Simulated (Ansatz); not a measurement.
O started at a second open point in cubic perovskite BaHfO3, 41 atoms, charge 0

All numbers come from Ansatz (PAW, plane waves, no spin–orbit coupling) at the single k point (¼, ¼, ¼) without its symmetry partners. The atoms were relaxed with PBEsol in a fixed cell; other functionals are single points on those atoms unless said otherwise. The valence top and gap of the host come from its small cell on a dense mesh, with the band extrema sought between the mesh points, lined up by the mean potential, PBEsol gap 3.58 eV, HSE06 gap 5.21 eV.

Relaxed structure:

```
CELL_PARAMETERS angstrom
8.31519 0.00000 0.00000
0.00000 8.31519 0.00000
0.00000 0.00000 8.31519
ATOMIC_POSITIONS crystal
Ba 0.99945 0.99522 0.99555
Ba 0.99959 0.99513 0.49219
Ba 0.99959 0.50502 0.99621
Ba 0.99941 0.50479 0.49289
Ba 0.49924 0.01242 0.00201
Ba 0.49917 0.01300 0.48486
Ba 0.49978 0.48714 0.00346
Ba 0.49997 0.48745 0.48629
Hf 0.24642 0.25014 0.24421
Hf 0.24929 0.25009 0.74423
Hf 0.24801 0.75009 0.24434
Hf 0.24590 0.75004 0.74415
Hf 0.75263 0.24993 0.24413
Hf 0.74977 0.25001 0.74416
Hf 0.75110 0.74998 0.24415
Hf 0.75312 0.75006 0.74422
O 0.25167 0.25001 0.99447
O 0.25212 0.25009 0.49412
O 0.22888 0.75028 0.99650
O 0.22783 0.74996 0.49207
O 0.74749 0.25032 0.99426
O 0.74691 0.24979 0.49390
O 0.77089 0.74985 0.99632
O 0.77054 0.75023 0.49188
O 0.99954 0.25009 0.24442
O 0.99953 0.24997 0.74397
O 0.99955 0.74999 0.24410
O 0.99953 0.75012 0.74440
O 0.49954 0.25004 0.24390
O 0.49954 0.25012 0.74448
O 0.49954 0.75010 0.24431
O 0.49875 0.74771 0.83114
O 0.25052 0.00123 0.24440
O 0.25536 0.99888 0.74461
O 0.25062 0.49906 0.24428
O 0.25493 0.50132 0.74390
O 0.74852 0.00103 0.24386
O 0.74399 0.99878 0.74468
O 0.74851 0.49886 0.24444
O 0.74387 0.50121 0.74341
O 0.50035 0.75224 0.65681
```

Chemical potentials μ are those of reference phases of the elements at zero temperature by the same functional (the usual solids, diamond for C, grey Sn, and the molecules H2, N2, O2, F2, Cl2, Br2 and S8).

| functional | E(defect) − E(host) − Σ nμ + q·E_VBM (eV) | monopole (eV) | alignment (eV) | formation energy at E_F = VBM (eV) | moment (μB) | wall time, shared host |
| --- | --- | --- | --- | --- | --- | --- |
| PBEsol | 1.03 | 0.00 | 0.00 | 1.03 | 0 (no spin) | 69 s on 8 threads of Platinum 8488C (relaxation) |

Problem. Estimate the formation energy and moment that HSE06 gives on these atoms.

Solution. 1.45 eV at E_F = VBM, moment 0 (no spin).

HSE06 one-electron levels near the gap (the ten most localised at most), from the host's valence top:

```csv
level (eV),spin,filling,atoms sharing it,element of the atom with most weight
-0.28,both,2.00,15.4,spread
-0.24,both,2.00,12.6,spread
-0.18,both,2.00,13.7,spread
-0.10,both,2.00,20.5,spread
-0.07,both,2.00,17.2,spread
0.18,both,2.00,6.5,O
```

All elements are taken at their own reference at once; growth conditions in equilibrium with the host shift these energies, by up to the host's formation enthalpy.

The ideal cubic host may itself distort, and that gain is in these energies.

One k point and a cell of this size can leave errors of several tenths of an eV in such numbers.
